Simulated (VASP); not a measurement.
These are PBE GGA, VASP's PBE PAW potentials (set 64) (plane waves; VASP) values and carry that method's errors.

VASP input:

File POSCAR:
```
ZrO2
1
    0.0000000000     2.6359751487     2.6359751487
    2.6359751487     0.0000000000     2.6359751487
    2.6359751487     2.6359751487     0.0000000000
Zr O
1 2
Direct
  0.0000000000   0.0000000000   0.0000000000
  0.2500000000   0.2500000000   0.2500000000
  0.7500000000   0.7500000000   0.7500000000
```

KPOINTS:
```
kpoints
0
gamma
8 8 8
```

**INCAR**
```
NELM = 100   ! most electronic steps
SYSTEM = ZrO2
LWAVE = .FALSE.
ISIF = 2   ! forces and stress, cell fixed
LASPH = .TRUE.
LREAL = .FALSE.
LCHARG = .FALSE.
LMAXMIX = 4   ! l cut-off of mixed one-centre charges
ISMEAR = 0
SIGMA = 0.05
GGA = PE
PREC = Accurate
ENCUT = 600   ! plane-wave cut-off (eV)
EDIFF = 1E-7
ALGO = Normal
```

POTCAR, in this order: Zr_sv O (PBE.64 set). Program: vasp_std.

The resulting files:

**OSZICAR**
```
       N       E                     dE             d eps       ncg     rms          rms(c)
DAV:   1     0.213777088334E+03    0.21378E+03   -0.15511E+04   928   0.169E+03
DAV:   2    -0.258883616227E+02   -0.23967E+03   -0.23577E+03  1248   0.404E+02
DAV:   3    -0.347863100850E+02   -0.88979E+01   -0.88905E+01  1384   0.803E+01
DAV:   4    -0.350356274205E+02   -0.24932E+00   -0.24926E+00  1312   0.101E+01
DAV:   5    -0.350395369780E+02   -0.39096E-02   -0.39095E-02  1280   0.109E+00    0.205E+01
DAV:   6    -0.285682902942E+02    0.64712E+01   -0.40309E+01  1064   0.458E+01    0.800E+00
DAV:   7    -0.284376179991E+02    0.13067E+00   -0.17602E+00  1192   0.108E+01    0.484E+00
DAV:   8    -0.283918693514E+02    0.45749E-01   -0.25152E-01  1224   0.483E+00    0.598E-01
DAV:   9    -0.283936933424E+02   -0.18240E-02   -0.12964E-02  1256   0.990E-01    0.376E-01
DAV:  10    -0.283953137437E+02   -0.16204E-02   -0.32149E-03  1136   0.653E-01    0.969E-02
DAV:  11    -0.283953910112E+02   -0.77267E-04   -0.82223E-04  1240   0.248E-01    0.100E-01
DAV:  12    -0.283953526203E+02    0.38391E-04   -0.28824E-04  1048   0.128E-01    0.627E-03
DAV:  13    -0.283953534119E+02   -0.79156E-06   -0.80549E-06  1128   0.240E-02    0.761E-03
DAV:  14    -0.283953540059E+02   -0.59401E-06   -0.24186E-06   984   0.132E-02    0.256E-03
DAV:  15    -0.283953539186E+02    0.87289E-07   -0.27189E-07  1072   0.406E-03
   1 F= -.28395354E+02 E0= -.28395354E+02  d E =-.393420E-12
```

OUTCAR:
```
------------------------ aborting loop because EDIFF is reached ----------------------------------------
  FORCE on cell =-STRESS in cart. coord.  units (eV):
  Direction    XX          YY          ZZ          XY          YZ          ZX
  --------------------------------------------------------------------------------------
  Total       -4.0205023     -4.0205023     -4.0205023     -0.0000000      0.0000000      0.0000000
  in kB     -175.8478093   -175.8478093   -175.8478093     -0.0000000      0.0000000      0.0000000
  external PRESSURE =    -175.8478093 kB  Pullay stress =       0.0000000 kB
  volume of cell :       36.63
      direct lattice vectors                 reciprocal lattice vectors
     0.000000000  2.635975149  2.635975149    -0.189683124  0.189683124  0.189683124
     2.635975149  0.000000000  2.635975149     0.189683124 -0.189683124  0.189683124
     2.635975149  2.635975149  0.000000000     0.189683124  0.189683124 -0.189683124
 POSITION                                       TOTAL-FORCE (eV/Angst)
 -----------------------------------------------------------------------------------
      0.00000      0.00000      0.00000        -0.000000      0.000000      0.000000
      1.31799      1.31799      1.31799         0.000000      0.000000      0.000000
      3.95396      3.95396      3.95396        -0.000000     -0.000000     -0.000000
 -----------------------------------------------------------------------------------
    total drift:                                0.000000     -0.000000      0.000000
  FREE ENERGIE OF THE ION-ELECTRON SYSTEM (eV)
  ---------------------------------------------------
  free  energy   TOTEN  =       -28.3953539186 eV

  energy  without entropy=      -28.3953539186  energy(sigma->0) =      -28.39535392
```
(Selected blocks of OUTCAR.)

### OUTCAR
```
 val. band max:        6.0771585473   @ k =   0.5000   0.5000   0.0000

 cond. band min:       9.1321611676   @ k =   0.0000   0.0000   0.0000


 Fermi energy:         6.2999594030

 k-point     1 :       0.0000    0.0000    0.0000
  band No.  band energies     occupation
      1     -42.5151      2.00000
      2     -20.3167      2.00000
      3     -20.3167      2.00000
      4     -20.3167      2.00000
      5     -11.6223      2.00000
      6      -9.4471      2.00000
      7       1.4254      2.00000
      8       1.4254      2.00000
      9       1.4254      2.00000
     10       5.5834      2.00000
     11       5.5834      2.00000
     12       5.5834      2.00000
     13       9.1322      0.00000
     14       9.1322      0.00000
     15      11.8851      0.00000
     16      14.2301      0.00000

 k-point     2 :       0.1250    0.0000    0.0000
  band No.  band energies     occupation
      1     -42.5113      2.00000
      2     -20.3821      2.00000
      3     -20.3233      2.00000
      4     -20.3233      2.00000
      5     -11.4618      2.00000
      6      -9.5681      2.00000
      7       1.5571      2.00000
      8       1.5571      2.00000
      9       1.7711      2.00000
     10       5.2228      2.00000
     11       5.3402      2.00000
     12       5.3402      2.00000
     13       9.3624      0.00000
     14       9.3624      0.00000
     15      12.3611      0.00000
     16      13.8081      0.00000

 k-point     3 :       0.2500    0.0000    0.0000
  band No.  band energies     occupation
      1     -42.5020      2.00000
      2     -20.5334      2.00000
      3     -20.3389      2.00000
      4     -20.3389      2.00000
      5     -11.0936      2.00000
      6      -9.8130      2.00000
      7       1.8845      2.00000
      8       1.8845      2.00000
      9       2.6031      2.00000
     10       4.5132      2.00000
     11       4.8959      2.00000
     12       4.8959      2.00000
     13       9.6944      0.00000
...
```

The compound is ZrO2 in the fluorite structure, the high-temperature cubic form, which is unstable at 0 K; the monoclinic form is the stable one. This cell was strained or had an atom moved on purpose.
